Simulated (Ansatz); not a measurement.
Runs of Ansatz 0.2.0 on Yb. It takes space group P6_3/mmc (No. 194, hexagonal). Conventional cell: a = 3.880 Å, b = 3.880 Å, c = 6.386 Å, α = 90.00°, β = 90.00°, γ = 120.00°. Yb (site symmetry -6m2) is surrounded by 12 Yb at 3.88 to 3.90 Å. This isn't the form of Yb at room conditions, which is fcc.

```csv
level,cutoff (eV),gap on the mesh (eV),pressure (GPa),moment (μB)
r2SCAN,500,none,-2.4,0.23
PBEsol,420,none,(a),0.00
LDA,420,none,-4.5,0.00
r2SCAN0,500,none,(b),0.32
```

Alike in all rows: task projected density of states; potentials or basis Ansatz PAW; spin collinear, ferromagnetic start; cell as given; k mesh 5 × 5 × 3; smearing fermi-dirac 0.05 eV; the mesh is coarse, so values aren't converged.

Fill in the values left out.

(a) -3.3; (b) 0.5.

Caveats: all runs use coarse meshes; spin-orbit coupling is left out, which moves the levels of the heavy elements; the PAW data sets come from PBE, with cores solved anew for the run's functional, which leaves a small shift of forces and pressure; the density of states is complete only up to the lowest level of the last band computed; the magnetic or orbital state may not be the lowest (some runs); the starting moments weren't kept (some runs); the thresholds are loose for stress (some runs).

A k mesh can miss the band edges, and the runs leave out spin-orbit coupling on Yb.

A gap of «none» marks a metal or a gap under the smearing width.
